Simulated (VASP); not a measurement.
# SiC (Moissanite): accuracy against cost in the plane-wave cutoff and PAW data sets

Aim: find what the plane-wave cutoff and PAW data sets change for SiC (Moissanite), and what they cost. The atoms are off their equilibrium sites, so that forces can be compared too. The series runs use LDA. The plane-wave cutoff tried: ENCUT = 240; ENCUT = 300; ENCUT = 360; ENCUT = 400; ENCUT = 460; ENCUT = 520; ENCUT = 640; ENCUT = 800. The PAW data sets tried: minimal 64: Si C; recommended 54: Si C; gw 64: Si_GW C_GW; hard 64: Si C_h; soft 64: Si C_s. The atoms of the start are displaced at random from the sites of a P6_3mc cell.

Method: LDA; plane waves and PAW (Si, C), in the first sound run; inputs show where later runs differ, in VASP 6.6.1.

### 1. The structure

Symmetry: P1, No. 1, triclinic system. Conventional cell: a = 3.076 Å, b = 3.076 Å, c = 5.048 Å, α = 90.00°, β = 90.00°, γ = 120.00°. Nearest to Si lie 4 C at 1.86 to 1.92 Å. Si has 4 C at 1.84 to 1.92 Å nearest. Nearest to C lie 4 Si at 1.84 to 1.92 Å. Nearest to C lie 4 Si at 1.86 to 1.92 Å. Farther neighbours are not listed.

As a file:

```cif
data_structure
_symmetry_space_group_name_H-M 'P 1'
_symmetry_Int_Tables_number 1
_cell_length_a 3.0760
_cell_length_b 3.0760
_cell_length_c 5.0480
_cell_angle_alpha 90.000
_cell_angle_beta 90.000
_cell_angle_gamma 120.000
_cell_volume 41.36
loop_
_atom_site_label
_atom_site_type_symbol
_atom_site_fract_x
_atom_site_fract_y
_atom_site_fract_z
_atom_site_occupancy
Si1 Si 0.32843 0.65734 0.00824 1
Si2 Si 0.66773 0.32730 0.50133 1
C3 C 0.35349 0.67258 0.38747 1
C4 C 0.67548 0.33576 0.88002 1
```

### 2. Plane-wave cutoff: ENCUT = 240

The basis grows with ENCUT, and energy and stress both move with it. LDA, the lowest rung, knows the local density alone.

Input file INCAR:

```
SYSTEM = SiC
PREC = Accurate
ENCUT = 240
EDIFF = 1E-06
NELM = 100
ISMEAR = -1
SIGMA = 0.05
LREAL = .FALSE.
ALGO = Normal
GGA = CA
NBANDS = 14
LORBIT = 11
LWAVE = .FALSE.
LCHARG = .FALSE.
KPAR = 4
ISIF = 2
```

Input file POSCAR:

```
SiC
1.0
    3.0760000000      0.0000000000      0.0000000000
   -1.5380000000      2.6638941420      0.0000000000
    0.0000000000      0.0000000000      5.0480000000
Si C
2 2
Direct
    0.3284290000      0.6573350000      0.0082360000
    0.6677310000      0.3272950000      0.5013330000
    0.3534920000      0.6725760000      0.3874670000
    0.6754760000      0.3357600000      0.8800230000
```

Input file KPOINTS:

```
Automatic mesh
0
Gamma
8 8 5
0 0 0
```

The projector-augmented-wave data sets are Si and C (PBE family, release 64).

Launch:

```
> mpirun -np 4 vasp_std
```

Log:

```text
[banner, memory and clock lines left out]
running    4 mpi-ranks, on    1 nodes
 distrk:  each k-point on    1 cores,    4 groups
 distr:  one band on    1 cores,    1 groups

 POSCAR found type information on POSCAR SiC
 POSCAR found :  2 types and       4 ions
|                                                                             |
|               ----> ADVICE to this user running VASP <----                  |
|                                                                             |
|     You enforced a specific xc type in the INCAR file but a different       |
|     [... a line on the potential file left out ...]
|     I HOPE YOU KNOW WHAT YOU ARE DOING!                                     |
|                                                                             |

 LDA part: xc-table for (Slater(with rela. corr.)+CA(PZ))
 , standard interpolation
 POSCAR, INCAR and KPOINTS ok, starting setup
 FFT: planning ... GRIDC
 FFT: planning ... GRID_SOFT
 FFT: planning ... GRID
 WAVECAR not read
 entering main loop
       N       E                     dE             d eps       ncg     rms          rms(c)
DAV:   1     0.313918687324E+01    0.31392E+01   -0.44793E+03  4630   0.545E+02
DAV:   2    -0.346475684309E+02   -0.37787E+02   -0.35288E+02  6232   0.125E+02
DAV:   3    -0.359941648601E+02   -0.13466E+01   -0.13432E+01  6180   0.226E+01
DAV:   4    -0.360032627445E+02   -0.90979E-02   -0.90971E-02  5238   0.211E+00
DAV:   5    -0.360033729427E+02   -0.11020E-03   -0.11019E-03  6162   0.208E-01    0.116E+01
DAV:   6    -0.331455631694E+02    0.28578E+01   -0.56419E+00  5832   0.142E+01    0.536E+00
DAV:   7    -0.329654241874E+02    0.18014E+00   -0.84503E-01  6308   0.543E+00    0.202E+00
DAV:   8    -0.329283924092E+02    0.37032E-01   -0.55917E-02  5616   0.146E+00    0.474E-01
DAV:   9    -0.329252525739E+02    0.31398E-02   -0.59453E-03  5856   0.521E-01    0.102E-01
DAV:  10    -0.329252793066E+02   -0.26733E-04   -0.36855E-04  5580   0.127E-01    0.439E-02
DAV:  11    -0.329252822507E+02   -0.29441E-05   -0.90340E-06  5880   0.224E-02    0.198E-02
DAV:  12    -0.329252815782E+02    0.67255E-06   -0.10743E-06  4490   0.959E-03
   1 F= -.32925282E+02 E0= -.32925282E+02  d E =-.748398E-10
```

The job ended after 4.4 s (4 MPI ranks of AMD EPYC 9R14 (Zen 4), shared host; peak memory 0.42 GiB; 16 s of CPU time).

The logs omit lines about the potential files and the build; timing stands in the text.

Parts of OUTCAR (step 2):

```text
ion  position               nearest neighbor table
   1  0.328  0.657  0.008-   4 1.86   4 1.90   3 1.92   4 1.92   2 3.05   2 3.06   2 3.06   2 3.11
                             2 3.12   2 3.12
   2  0.668  0.327  0.501-   3 1.84   3 1.85   4 1.91   3 1.92   1 3.05   1 3.06   1 3.06   1 3.11
                             1 3.12   1 3.12
   3  0.353  0.673  0.387-   2 1.84   2 1.85   2 1.92   1 1.92
   4  0.675  0.336  0.880-   1 1.86   1 1.90   2 1.91   1 1.92

  LATTYP: Found a hexagonal cell.
 ALAT       =     3.0760000000
 C/A-ratio  =     1.6410923277

 Subroutine GETGRP returns: Found  1 space group operations
 (whereof  1 operations were pure point group operations)

The static configuration has the point symmetry C_1 .

 Found    162 irreducible k-points:

   k-points           NKPTS =    162   k-points in BZ     NKDIM =    162   number of bands    NBANDS=     14

   dimension x,y,z NGX =    16 NGY =   16 NGZ =   28
   dimension x,y,z NGXF=    32 NGYF=   32 NGZF=   56

   ENCUT  =  240.0 eV  17.64 Ry    4.20 a.u.   3.89  3.89  6.38*2*pi/ulx,y,z

   NELECT =      16.0000    total number of electrons

 k-points in reciprocal lattice and weights: Automatic mesh
   0.00000000  0.00000000  0.00000000       0.003
   0.12500000  0.00000000  0.00000000       0.006
   0.00000000  0.12500000  0.00000000       0.006
  -0.12500000  0.12500000  0.00000000       0.006
   0.25000000  0.00000000  0.00000000       0.006
   0.00000000  0.25000000  0.00000000       0.006
  -0.25000000  0.25000000  0.00000000       0.006
   0.37500000  0.00000000  0.00000000       0.006
   0.00000000  0.37500000  0.00000000       0.006
[...]
0.25000000  0.37500000  0.40000000       0.006
  -0.37500000 -0.37500000  0.40000000       0.006

 average (electrostatic) potential at core
       1 -79.8532       2 -79.9196       3 -45.7152       4 -45.5608

 E-fermi :   9.1948

 k-point     1 :       0.0000    0.0000    0.0000
  band No.  band energies     occupation
    ...
      4       6.6882      2.00000
      5       6.8767      2.00000
      6       8.0057      2.00000
      7       8.1917      2.00000
      8       8.2659      2.00000
      9      12.7572      0.00000
     10      14.1248      0.00000
     11      14.6293      0.00000
     12      14.6629      0.00000
     13      15.6822      0.00000
    ...

 k-point     2 :       0.1250    0.0000    0.0000
  band No.  band energies     occupation
    ...
      4       5.3946      2.00000
      5       6.2350      2.00000
      6       7.1191      2.00000
      7       7.9200      2.00000
      8       8.0262      2.00000
      9      13.1731      0.00000
     10      14.3895      0.00000
     11      14.8336      0.00000
     12      15.1786      0.00000
     13      15.6951      0.00000
    ...

 k-point     3 :       0.0000    0.1250    0.0000
  band No.  band energies     occupation
    ...
      4       5.3093      2.00000
      5       6.3367      2.00000
      6       7.1746      2.00000
      7       7.8531      2.00000
      8       8.0259      2.00000
      9      13.1854      0.00000
     10      14.3533      0.00000
     11      14.8346      0.00000
     12      15.1784      0.00000
     13      15.7366      0.00000
    ...

  Total       -5.4523382     -5.2771830     -5.9296634     -0.2268420      0.3830025      0.3959023
  in kB     -211.1887234   -204.4043314   -229.6772502     -8.7864099     14.8350672     15.3347237
  external PRESSURE =    -215.0901017 kB  Pullay stress =       0.0000000 kB

  energy-cutoff  :      240.00
  volume of cell :       41.36
      direct lattice vectors                 reciprocal lattice vectors
     3.076000000  0.000000000  0.000000000     0.325097529  0.187695146  0.000000000
    -1.538000000  2.663894142  0.000000000     0.000000000  0.375390292  0.000000000
     0.000000000  0.000000000  5.048000000     0.000000000  0.000000000  0.198098257

 POSITION                                       TOTAL-FORCE (eV/Angst)
 -----------------------------------------------------------------------------------
     -0.00073      1.75107      0.04158         0.587715      0.627070     -0.308525
      1.55056      0.87188      2.53073         0.733237      0.655086      0.977710
      0.05292      1.79167      1.95593        -0.833546     -0.703299     -0.892086
      1.56137      0.89443      4.44236        -0.487406     -0.578857      0.222902
 -----------------------------------------------------------------------------------
    total drift:                                0.000269     -0.000028      0.000001

  FREE ENERGIE OF THE ION-ELECTRON SYSTEM (eV)
  ---------------------------------------------------
  free  energy   TOTEN  =       -32.9252815782 eV

  energy  without entropy=      -32.9252815781  energy(sigma->0) =      -32.92528158

 total charge
# of ion       s       p       d       tot
------------------------------------------
    1        0.718   0.992   0.000   1.710
    2        0.719   1.005   0.000   1.724
    3        0.809   1.736   0.000   2.546
    4        0.807   1.712   0.000   2.519
--------------------------------------------------
tot          3.054   5.446   0.000   8.499

[... 3 further parts left out ...]
```

The gap is read on the k-mesh alone, so it is an upper bound where the band edges lie off the mesh. The PAW data sets were made with PBE, though LDA sets exist; this is a small mismatch.

This step gave:

| Property | Result |
| --- | --- |
| SCF cycles | 12 |
| electrons | 16 |
| bands | 14 |
| irreducible k-points | 162 |
| symmetry operations | 1 |
| free energy (TOTEN) | -32.93 eV |
| Fermi energy | 9.195 eV |
| pressure | -21.51 GPa |
| metallic | no |
| valence top at k | 0, 0, 0 |
| conduction bottom at k | 0.375, 0.25, 0 |
| least direct gap at k | 0.5, 0.5, 0 |
| gap on the k-mesh | 2.294 eV |
| least direct gap on the k-mesh | 3.806 eV |

The series starts at -8.2313 eV an atom and -21.51 GPa, after 12 cycles in 4.4 s.

### 3. Plane-wave cutoff: ENCUT = 300

Edit INCAR of step 2 so:

```diff
@@ -2,3 +2,3 @@
 PREC = Accurate
-ENCUT = 240
+ENCUT = 300
 EDIFF = 1E-06
```

POSCAR is that of step 2.

KPOINTS is that of step 2.

Launch:

```
> mpirun -np 4 vasp_std
```

Log:

```text
[banner, memory and clock lines left out]
running    4 mpi-ranks, on    1 nodes
[...]
[... a notice as in an earlier step ...]

 LDA part: xc-table for (Slater(with rela. corr.)+CA(PZ))
 , standard interpolation
 POSCAR, INCAR and KPOINTS ok, starting setup
[...]
entering main loop
       N       E                     dE             d eps       ncg     rms          rms(c)
DAV:   1     0.975684390263E+01    0.97568E+01   -0.51364E+03  4544   0.653E+02
DAV:   2    -0.347455862821E+02   -0.44502E+02   -0.41109E+02  6222   0.139E+02
DAV:   3    -0.365803940080E+02   -0.18348E+01   -0.18286E+01  6186   0.271E+01
DAV:   4    -0.365948719934E+02   -0.14478E-01   -0.14475E-01  5184   0.281E+00
[...]
DAV:  11    -0.330253154459E+02   -0.15082E-05   -0.15335E-05  5940   0.299E-02    0.201E-02
DAV:  12    -0.330253143057E+02    0.11402E-05   -0.17756E-06  4776   0.105E-02    0.921E-03
DAV:  13    -0.330253140966E+02    0.20909E-06   -0.19214E-06  3666   0.863E-03
   1 F= -.33025314E+02 E0= -.33025314E+02  d E =-.270925E-10
```

It took 6.4 s on 4 MPI ranks; peak memory 0.49 GiB.

OUTCAR, selected parts (step 3):

```text
  Total       -2.8461447     -2.6744553     -3.2802210     -0.2087825      0.3461170      0.3571599
  in kB     -110.2414522   -103.5912991   -127.0547921     -8.0868990     13.4063611     13.8340898
  external PRESSURE =    -113.6291811 kB  Pullay stress =       0.0000000 kB

 POSITION                                       TOTAL-FORCE (eV/Angst)
 -----------------------------------------------------------------------------------
     -0.00073      1.75107      0.04158         0.558000      0.594368     -0.341817
      1.55056      0.87188      2.53073         0.689656      0.617251      0.932207
      0.05292      1.79167      1.95593        -0.795902     -0.667257     -0.882674
      1.56137      0.89443      4.44236        -0.451754     -0.544361      0.292285
 -----------------------------------------------------------------------------------
    total drift:                               -0.000141     -0.000290     -0.000353

  FREE ENERGIE OF THE ION-ELECTRON SYSTEM (eV)
  ---------------------------------------------------
  free  energy   TOTEN  =       -33.0253140966 eV

  energy  without entropy=      -33.0253140966  energy(sigma->0) =      -33.02531410

[... 1 part as in an earlier step ...]

[... 2 further parts left out ...]
[key lines of the parts left out:]
E-fermi :   9.1641
```

Against the run before the energy moves by -25.01 meV an atom and the pressure by +10.15 GPa, after 13 cycles in 6.4 s.

### 4. Plane-wave cutoff: ENCUT = 360

Edit INCAR of step 3 so:

```diff
@@ -2,3 +2,3 @@
 PREC = Accurate
-ENCUT = 300
+ENCUT = 360
 EDIFF = 1E-06
```

POSCAR is that of step 3.

KPOINTS is that of step 3.

Launch:

```
> mpirun -np 4 vasp_std
```

Log:

```text
[... set-up lines as in an earlier step ...]
 entering main loop
       N       E                     dE             d eps       ncg     rms          rms(c)
DAV:   1     0.144151286841E+02    0.14415E+02   -0.57743E+03  4560   0.759E+02
DAV:   2    -0.347128797154E+02   -0.49128E+02   -0.45313E+02  6204   0.149E+02
DAV:   3    -0.368410640445E+02   -0.21282E+01   -0.21198E+01  6240   0.297E+01
DAV:   4    -0.368594573567E+02   -0.18393E-01   -0.18389E-01  5208   0.326E+00
[...]
DAV:  11    -0.330775783167E+02    0.39079E-06   -0.23070E-05  5952   0.366E-02    0.191E-02
DAV:  12    -0.330775770773E+02    0.12394E-05   -0.21921E-06  5094   0.112E-02    0.903E-03
DAV:  13    -0.330775768051E+02    0.27217E-06   -0.17541E-06  3658   0.829E-03
   1 F= -.33077577E+02 E0= -.33077577E+02  d E =-.341867E-10
```

Wall time 7.4 s (4 MPI ranks); peak memory 0.5 GiB; 27 s of CPU time.

OUTCAR, selected parts (step 4):

```text
  Total       -1.3501381     -1.1805578     -1.8044250     -0.2083476      0.3392753      0.3503229
  in kB      -52.2957190    -45.7272610    -69.8918902     -8.0700524     13.1413557     13.5692710
  external PRESSURE =     -55.9716234 kB  Pullay stress =       0.0000000 kB

 POSITION                                       TOTAL-FORCE (eV/Angst)
 -----------------------------------------------------------------------------------
     -0.00073      1.75107      0.04158         0.561792      0.599606     -0.336410
      1.55056      0.87188      2.53073         0.694340      0.620493      0.938055
      0.05292      1.79167      1.95593        -0.800395     -0.670261     -0.884468
      1.56137      0.89443      4.44236        -0.455737     -0.549838      0.282822
 -----------------------------------------------------------------------------------
    total drift:                               -0.000197     -0.000244     -0.000413

  FREE ENERGIE OF THE ION-ELECTRON SYSTEM (eV)
  ---------------------------------------------------
  free  energy   TOTEN  =       -33.0775768051 eV

  energy  without entropy=      -33.0775768051  energy(sigma->0) =      -33.07757681

[... 1 part as in an earlier step ...]

[... 2 further parts left out ...]
[key lines of the parts left out:]
E-fermi :   9.1456
```

Against the run before the energy moves by -13.07 meV an atom and the pressure by +5.77 GPa, after 13 cycles in 7.4 s.

### 5. Plane-wave cutoff: ENCUT = 400

Edit INCAR of step 4 so:

```diff
@@ -2,3 +2,3 @@
 PREC = Accurate
-ENCUT = 360
+ENCUT = 400
 EDIFF = 1E-06
```

POSCAR is that of step 4.

KPOINTS is that of step 4.

Launch:

```
> mpirun -np 4 vasp_std
```

Log:

```text
[... set-up lines as in an earlier step ...]
 entering main loop
       N       E                     dE             d eps       ncg     rms          rms(c)
DAV:   1     0.185400941541E+02    0.18540E+02   -0.62265E+03  4544   0.829E+02
DAV:   2    -0.344896465825E+02   -0.53030E+02   -0.48519E+02  6166   0.155E+02
DAV:   3    -0.369090680768E+02   -0.24194E+01   -0.24089E+01  6312   0.321E+01
DAV:   4    -0.369311021416E+02   -0.22034E-01   -0.22029E-01  5106   0.362E+00
[...]
DAV:  11    -0.330905340904E+02    0.76890E-06   -0.25352E-05  5970   0.383E-02    0.191E-02
DAV:  12    -0.330905328542E+02    0.12361E-05   -0.23275E-06  5338   0.115E-02    0.903E-03
DAV:  13    -0.330905325663E+02    0.28799E-06   -0.16703E-06  3600   0.815E-03
   1 F= -.33090533E+02 E0= -.33090533E+02  d E =-.415320E-10
```

It took 8.8 s on 4 MPI ranks; peak memory 0.54 GiB.

OUTCAR, selected parts (step 5):

```text
  Total       -0.8631686     -0.6942805     -1.3149851     -0.2087265      0.3403967      0.3515602
  in kB      -33.4336332    -26.8919884    -50.9341174     -8.0847303     13.1847925     13.6171954
  external PRESSURE =     -37.0865797 kB  Pullay stress =       0.0000000 kB

 POSITION                                       TOTAL-FORCE (eV/Angst)
 -----------------------------------------------------------------------------------
     -0.00073      1.75107      0.04158         0.563328      0.601619     -0.334387
      1.55056      0.87188      2.53073         0.697377      0.622804      0.940715
      0.05292      1.79167      1.95593        -0.802718     -0.672379     -0.882914
      1.56137      0.89443      4.44236        -0.457987     -0.552045      0.276586
 -----------------------------------------------------------------------------------
    total drift:                               -0.000242     -0.000235     -0.000334

  FREE ENERGIE OF THE ION-ELECTRON SYSTEM (eV)
  ---------------------------------------------------
  free  energy   TOTEN  =       -33.0905325663 eV

  energy  without entropy=      -33.0905325662  energy(sigma->0) =      -33.09053257

[... 1 part as in an earlier step ...]

[... 2 further parts left out ...]
[key lines of the parts left out:]
E-fermi :   9.1340
```

Against the run before the energy moves by -3.24 meV an atom and the pressure by +1.89 GPa, after 13 cycles in 8.8 s.

### 6. Plane-wave cutoff: ENCUT = 460

Edit INCAR of step 5 so:

```diff
@@ -2,3 +2,3 @@
 PREC = Accurate
-ENCUT = 400
+ENCUT = 460
 EDIFF = 1E-06
```

POSCAR is that of step 5.

KPOINTS is that of step 5.

Launch:

```
> mpirun -np 4 vasp_std
```

Log:

```text
[... set-up lines as in an earlier step ...]
 entering main loop
       N       E                     dE             d eps       ncg     rms          rms(c)
DAV:   1     0.234882151273E+02    0.23488E+02   -0.67787E+03  4536   0.927E+02
DAV:   2    -0.342758779670E+02   -0.57764E+02   -0.52752E+02  6274   0.164E+02
DAV:   3    -0.369454126291E+02   -0.26695E+01   -0.26554E+01  6300   0.341E+01
DAV:   4    -0.369704042823E+02   -0.24992E-01   -0.24987E-01  5112   0.396E+00
[...]
DAV:  11    -0.330949760494E+02    0.78688E-06   -0.27111E-05  5964   0.396E-02    0.191E-02
DAV:  12    -0.330949748341E+02    0.12153E-05   -0.24182E-06  5480   0.117E-02    0.925E-03
DAV:  13    -0.330949745266E+02    0.30759E-06   -0.16195E-06  3574   0.809E-03
   1 F= -.33094975E+02 E0= -.33094975E+02  d E =-.404109E-10
```

The job ended after 12 s (4 MPI ranks; peak memory 0.62 GiB; 44 s of CPU time).

From OUTCAR (step 6):

```text
  Total       -0.5374629     -0.3682559     -0.9975077     -0.2096376      0.3417762      0.3527144
  in kB      -20.8178769    -14.2638789    -38.6370719     -8.1200200     13.2382231     13.6619009
  external PRESSURE =     -24.5729425 kB  Pullay stress =       0.0000000 kB

 POSITION                                       TOTAL-FORCE (eV/Angst)
 -----------------------------------------------------------------------------------
     -0.00073      1.75107      0.04158         0.563752      0.602073     -0.333645
      1.55056      0.87188      2.53073         0.698074      0.623470      0.941673
      0.05292      1.79167      1.95593        -0.803971     -0.673241     -0.887490
      1.56137      0.89443      4.44236        -0.457856     -0.552302      0.279463
 -----------------------------------------------------------------------------------
    total drift:                               -0.000216     -0.000141     -0.000341

  FREE ENERGIE OF THE ION-ELECTRON SYSTEM (eV)
  ---------------------------------------------------
  free  energy   TOTEN  =       -33.0949745266 eV

  energy  without entropy=      -33.0949745265  energy(sigma->0) =      -33.09497453

[... 1 part as in an earlier step ...]

[... 2 further parts left out ...]
[key lines of the parts left out:]
E-fermi :   9.1316
```

Against the run before the energy moves by -1.11 meV an atom and the pressure by +1.25 GPa, after 13 cycles in 12 s.

(Part 1 of 3 ends here.)

[Lines on the potential files, build, host, timing and source positions are cut from VASP's logs without a mark.]

[Logs are printed without paths, hosts, clocks, repeated set-up lines and the standing remarks that a program may print on its own settings, such as how far it seeks lower states.]

[Hosts, paths, dates, database ids (printed as entryN), source tags and the programs' standing remarks are cut or masked in the printed files.]

[A measured line is paired with the nearest computed mode of its activity, which favours agreement.]

[In band tables of VASP the shares of atoms and orbitals are scaled to a sum of 1 inside the atoms' spheres.]
